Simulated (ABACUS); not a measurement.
**BaF2 (Frankdicksonite): single point with r2SCAN**

The system is BaF2 (Frankdicksonite).

```
CELL_PARAMETERS angstrom
0.00000 3.10005 3.10005
3.10005 0.00000 3.10005
3.10005 3.10005 0.00000
ATOMIC_POSITIONS crystal
Ba 0.00000 0.00000 0.00000
F 0.75000 0.75000 0.75000
F 0.25000 0.25000 0.25000
```

```yaml
Program: ABACUS 3.10.1
Task: single point
Functional: r2SCAN
Potentials_or_basis: SG15 ONCV 1.2 PBE
Cutoff: 1320 eV
Density_cutoff: 5279 eV
Basis: plane waves
k_mesh: 5 × 5 × 5
Occupations: fermi-dirac, width 0.05 eV
Spin: no spin polarisation
Radial_cutoff_of_the_potentials_pseudo_rcut: 10 bohr
SCF_threshold_on_the_density: 1e-08
Max_SCF_steps: 100
Eigensolver: dav
Mixing: broyden
Mixing_share: 0.7
Symmetry_key: 1
Bands: 22
```

```yaml
Pressure: -0.4 GPa
Band_gap_on_the_k_mesh: 7.36 eV, indirect (least direct gap 7.46 eV)
```

Levels at points of the mesh, in eV from the valence-band top:
```
           k point  band 9  band 10  band 11  band 12  band 13  band 14  band 15  band 16
(0.00, 0.00, 0.00)   -1.45    -0.09    -0.09    -0.09     7.36    10.04    10.04    12.38
```

Wall time 51 s on 4 MPI ranks on Intel(R) Xeon(R) Platinum 8259CL CPU @ 2.50GHz (Skylake/Cascade Lake), with other jobs on the host, peak memory 0.6 GiB a rank.

Caveat: the potentials were made for another functional, which shifts forces and pressure; spin-orbit coupling is left out, which moves the levels of the heavy elements; an odd mesh through Γ misses points on the zone boundary, where band edges often lie.
